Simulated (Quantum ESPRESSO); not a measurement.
# Mo: phonons with PBEsol

Crystal: Mo.

```
Mo
1.0
    -1.58381    1.58381    1.58381
     1.58381   -1.58381    1.58381
     1.58381    1.58381   -1.58381
Mo
1
Direct
  0.00000 0.00000 0.00000
```

| Quantity | Value |
| --- | --- |
| Program | Quantum ESPRESSO 7.5 |
| Task | phonons |
| Functional | PBEsol |
| Potentials or basis | GBRV 1.5 PBEsol |
| Cutoff | 612 eV |
| Density cutoff | 4898 eV |
| k mesh | 10 × 10 × 10 |
| Occupations | cold, width 0.2 eV |
| Spin | no spin polarisation |
| Target pressure | 25 GPa |
| Mixing beta | 0.5 |
| Most SCF iterations | 120 |
| SCF threshold | 2e-10 Ry |

The relaxed volume is 14.13 Å³/atom. The relaxed cell is a = 2.638 Å, b = 2.638 Å, c = 2.638 Å, α = 109.47°, β = 109.47°, γ = 109.47°. The space group after relaxing (to 0.05 Å) is Im-3m (No. 229). The pressure after relaxing is 24.9 GPa. The band gap on the k mesh is none (metal or under the smearing width) and the highest phonon frequency at the q point run is 57 cm⁻¹.

Step by step:
```
step  energy change (eV)  largest force (eV/Å)  pressure (GPa)  volume (Å³)
   1              0.0000                0.0000          -10.45        15.89
   2              0.2891                0.0000           55.04        13.19
   3              0.0350                0.0000           20.31        14.30
   4              0.0575                0.0000           24.51        14.14
   5              0.0604                0.0000           25.01        14.12
   6              0.0603                0.0000           24.99        14.13
```

Final structure:
```yaml
crystal:
  lattice:
    - [-1.52280, 1.52280, 1.52280]
    - [1.52280, -1.52280, 1.52280]
    - [1.52280, 1.52280, -1.52280]
  atoms:
    - { symbol: Mo, position: [0.00000, 0.00000, 0.00000] }
```

Levels at points of the mesh, in eV from the Fermi level:
```tsv
k point	band 5	band 6	band 7	band 8	band 9	band 10
(0.00, 0.00, 0.00)	-7.72	-1.71	-1.71	-1.71	1.70	1.70
(0.00, 0.00, -0.50)	-6.12	-4.06	1.81	1.90	2.52	5.41
(-0.50, -0.50, -0.50)	-6.43	-6.43	4.49	4.49	4.49	9.70
```

Phonon frequencies in cm⁻¹ (negative: imaginary):
| q point | frequencies |
| --- | --- |
| (0.500, -0.500, 0.500) | 57 57 57 |

Phonon modes at q = (0.500, -0.500, 0.500) in reciprocal lattice units:
```csv
mode,symmetry,cm⁻¹
1,T_1u,57
2,T_1u,57
3,T_1u,57
```

Run time: 62 s on 1 thread of Arm Neoverse V2, on a shared host, peak memory 0.09 GiB.

Caveat: the mesh is thin for the phonons of a metal; the cell is more than 3 GPa from zero pressure, which shifts response properties.
